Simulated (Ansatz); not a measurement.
A run of Ansatz 0.2.0 is set up as follows.

Contents of input.yaml:

```yaml
crystal:
  lattice: { a: 2.84698341, b: 2.84698341, c: 7.15503474, alpha: 90.0, beta: 90.0, gamma: 90.0 }
  space_group: 139
  reduce_to_primitive: true
  atoms:
    - { symbol: Br, wyckoff: "2a", position: [0.0, 0.0, 0.0] }
hamiltonian:
  xc: r2scan
  pseudopotentials: { kind: paw_fr }
magnetization:
  noncollinear: true
  spin_orbit: true
kpoints:
  mp_grid: { grid: [13, 13, 13] }
scf:
  occupations: { method: gaussian, width: 0.025 }
output:
  forces: true
  stress: true
  eigenvalues: true
  xc_energy_on_converged_density: [lda, pbe, pbesol, rpbe, revpbe, blyp]
  write_density: true
  write_potential: true
  elf: true
  volumetric_format: npy
```

Potentials or basis: Ansatz PAW.

Run with:

```bash
$ ansatz run input.yaml --threads 1 --pin off --max-ram 2560MiB --backend cpu --events-out ev --progress --plain --runs-dir out
```

Task: Estimate the band gap on the k mesh.

Result: None (metal or under the smearing width).

Task: Predict the pressure.

Result: 0.6 GPa.

Stress tensor (GPa, compression positive):
```
0.68 0.00 0.00
0.00 0.68 0.00
0.00 0.00 0.38
```

Caveat: the PAW data sets come from PBE, with cores solved anew for the run's functional, which leaves a small shift of forces and pressure.
